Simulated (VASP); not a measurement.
GaP: single point with RPBE

**What was measured.**

“Stacking defects in GaP nanowires: Electronic structure and optical properties”, 2018, arxiv:1810.01194 quotes, for a bulk crystal of GaP at 10 K: band gap 2.34 eV (indirect).

GaP:

```
Ga P
1.0
     0.00000    2.72525    2.72525
     2.72525    0.00000    2.72525
     2.72525    2.72525    0.00000
Ga P
1 1
Cartesian
  0.0000 0.0000 0.0000
  1.3626 1.3626 1.3626
```

| Item | Value |
| --- | --- |
| Program | VASP 6.6.1 |
| Task | single point |
| Functional | RPBE |
| Potentials or basis | VASP PAW PBE potentials, release 54 (Ga_d, P) |
| Cutoff | 520 eV |
| k mesh | 8 × 8 × 8 |
| Occupations | gaussian, width 0.05 eV |
| Spin | no spin polarisation |
| Further INCAR settings | ALGO = Normal; EDIFF = 1.00e-06; NBANDS = 16 |

| Quantity | Value |
| --- | --- |
| Pressure | 4.4 GPa |
| Band gap on the k mesh | 1.73 eV, indirect (least direct gap 1.96 eV) |

Levels at points of the mesh, in eV from the valence-band top:
```csv
k point,band 7,band 8,band 9,band 10,band 11,band 12
"(0.00, 0.00, 0.00)",0.00,0.00,0.00,1.96,3.92,3.92
"(0.50, 0.00, 0.00)",-6.58,-1.11,-1.11,1.77,4.75,4.75
"(0.50, 0.50, 0.00)",-6.71,-2.67,-2.67,1.76,1.90,10.64
```

Run time: 24 s on 1 thread of Intel(R) Xeon(R) Platinum 8488C (Sapphire Rapids) (shared host), peak memory 0.17 GiB.

A measured gap of GaP is 2.34 eV (indirect; 10 K; quoted in “Stacking defects in GaP nanowires: Electronic structure and optical properties”, 2018, arxiv:1810.01194); the calculated 1.73 eV misses it by -0.61 eV. Spin-orbit coupling on Ga is left out. The value is that of RPBE on a finite k mesh, which can miss the band edges, without temperature or zero-point motion. Semilocal functionals fall short of measured gaps as a rule.

Caveat: the PAW data sets were made with another functional, which shifts forces and pressure a little.
